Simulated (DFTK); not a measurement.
Runs of DFTK 0.8.2 on MgS (Niningerite). The structure is cubic, space group Fm-3m (No. 225). Conventional cell: a = 5.203 Å, b = 5.203 Å, c = 5.203 Å, α = 90.00°, β = 90.00°, γ = 90.00°. S (site symmetry m-3m) is surrounded by 6 Mg at 2.60 Å. Mg (site symmetry m-3m) is surrounded by 6 S at 2.60 Å. 

| task | level | potentials or basis | k mesh | cutoff (eV) | valence electrons | gap on the mesh (eV) | V0 of scaled cells (Å³/atom) | B0 (GPa) |
| --- | --- | --- | --- | --- | --- | --- | --- | --- |
| band structure | BJ06 | in-house norm-conserving set (r2SCAN, scalar relativistic) | 7 × 7 × 7 | 1143 | Mg 10, S 6 | 3.26 | - | - |
| equation of state | RPBE | dojo.nc.sr.pbe.v0_4_1.standard.upf (PBE) | 6 × 6 × 6 | 1143 | Mg 10, S 6 | - | (a) | 70 |
| band structure | PBE | cp2k.nc.sr.pbe.v0_1.largecore.gth (PBE, GTH, large core) | 9 × 9 × 9 | 816 | Mg 2, S 6 | 3.00 | - | - |
| equation of state | PBEsol | dojo.nc.sr.pbesol.v0_4_1.standard.upf (PBEsol) | 9 × 9 × 9 | 1143 | Mg 10, S 6 | - | 17.41 | (b) |

Alike in all rows: no spin polarisation; cell as given; smearing fermi-dirac 0.05 eV.

**Question.** Fill in the values left out.

**Answer.** (a) 18.37; (b) 78.

Caveats: the potentials were made for another functional, which shifts forces and pressure (some runs); the mesh misses the band edges, which the band path finds closer together (some runs); the program leaves the constant c of mgga_x_tb09 at 1, so the potential is Becke-Johnson's (BJ06) and not Tran and Blaha's, with levels but no total energy (some runs); this set keeps more shells in the core, which shifts pressures and gaps (some runs).

Not every run made on this cell is shown here.
